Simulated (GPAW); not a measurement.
Input of a GPAW 26.7.0 run:

Contents of run.py:

```python
from ase.dft.bandgap import bandgap
from ase.io import read, write
from ase.units import GPa
from gpaw import GPAW, PW, setup_paths

setup_paths.insert(0, '.')

atoms = read('POSCAR')

calc = GPAW(mode=PW(800),
            xc='PBEsol',
            kpts={'size': (9, 9, 9), 'gamma': True},
            occupations={'name': 'methfessel-paxton', 'order': 0, 'width': 0.05},
            nbands=24,
            convergence={'density': 1e-05, 'energy': 1e-05},
            maxiter=150,
            txt='gpaw.txt')
atoms.calc = calc
energy = atoms.get_potential_energy()
forces = atoms.get_forces()
stress = atoms.get_stress()
calc.write('gs.gpw')
write('result.traj', atoms)
print(f'Energy: {energy:.6f} eV')
print('Forces (eV/A):')
print(forces.round(4))
print('Stress (GPa):', (stress / GPa).round(3))
print('Fermi level:', round(calc.get_fermi_level(), 4), 'eV')
print(f'Gap: {bandgap(calc)[0]:.4f} eV, direct: {bandgap(calc, direct=True)[0]:.4f} eV')
```

The input POSCAR:

```
SnO2
1.0
    0.0000000000      2.5741500000      2.5741500000
    2.5741500000      0.0000000000      2.5741500000
    2.5741500000      2.5741500000      0.0000000000
Sn O
1 2
Direct
    0.0000000000      0.0000000000      0.0000000000
    0.7500000000      0.7500000000      0.7500000000
    0.2500000000      0.2500000000      0.2500000000
```

Potentials or basis: PAW data sets generated in the run's folder for this functional, pw.

Command:

```bash
$ gpaw-setup -f PBEsol O Sn
$ OMP_NUM_THREADS=1 python run.py
```

Task: Predict the pressure.

Result: -8.5 GPa.

Task: Predict the band gap on the k mesh.

Result: None (metal or under the smearing width).
